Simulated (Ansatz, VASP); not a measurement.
One calculation of SnO2, two programs

Contents of INCAR:

```
PREC = Accurate ; ENCUT = 520
EDIFF = 1E-7 ; ISMEAR = 0
SIGMA = 0.05 ; LREAL = False
LASPH = True ; NELM = 100
ALGO = Fast ; ISIF = 2
LWAVE = False ; LCHARG = False
GGA = PS ; NBANDS = 20
```

The input KPOINTS:

```
regular mesh
0
Gamma
  12 12 12
```

POSCAR

```
SnO2
1.0
    1.6170930752      0.9336291223      5.0166192503
   -1.6170930752      0.9336291223      5.0166192503
    0.0000000000     -1.8672582446      5.0166192503
Sn O
1 2
Direct
    0.5000000000      0.5000000000      0.5000000000
    0.2371700000      0.2371700000      0.2371700000
    0.7628300000      0.7628300000      0.7628300000
```

Input for Ansatz:

```yaml
crystal:
  lattice:
    - [1.6170930752, 0.9336291223, 5.0166192503]
    - [-1.6170930752, 0.9336291223, 5.0166192503]
    - [0.0, -1.8672582446, 5.0166192503]
  atoms:
    - { symbol: Sn, position: [0.5, 0.5, 0.5] }
    - { symbol: O, position: [0.23717, 0.23717, 0.23717] }
    - { symbol: O, position: [0.76283, 0.76283, 0.76283] }
basis:
  ecutwfc: 420
kpoints:
  mp_grid: { grid: [12, 12, 12] }
hamiltonian:
  xc: pbesol
scf:
  occupations: { method: gaussian, width: 0.05 }
output:
  forces: true
  stress: true
  eigenvalues: true
```

Change from the starting cell: strain +0.0450 x Voigt [0, 0, 1, 0, 0, 0], atoms carried along.

Alike in both runs: task single point; functional PBEsol; k mesh 12 × 12 × 12; occupations gaussian, width 0.05 eV; no spin polarisation.

|  | VASP | Ansatz |
| --- | --- | --- |
| version | VASP 6.6.1 | Ansatz 0.2.0 |
| potentials or method | VASP PAW PBE potentials, release 64 (Sn_d, O) | scalar-relativistic, plane waves, PAW |
| plane-wave cutoff (eV) | 520 | 420 |
| valence electrons in the cell | 26 | 26 |

Ansatz gave:

| Property | Result |
| --- | --- |
| gap on the k mesh at the Fermi level (eV) | 1.90 |
| least direct gap on the mesh (eV) | 2.01 |
| pressure (GPa) | -8.2 |
| largest component of the traceless stress (GPa) | 0.40 |
| rms of the force components (eV/Å) | 0.449 |

Estimate VASP's values.

gap on the k mesh at the Fermi level (eV): 1.88; least direct gap on the mesh (eV): 2.00; pressure (GPa): -7.7; largest component of the traceless stress (GPa): 0.11; rms of the force components (eV/Å): 0.426.

Atom by atom the forces differ by 0.023 eV/Å (rms over components).

Caveats: the PAW data sets were made with another functional, which shifts forces and pressure a little (VASP); spin-orbit coupling is left out, which moves the levels of the heavy elements. A k mesh can miss the band edges.
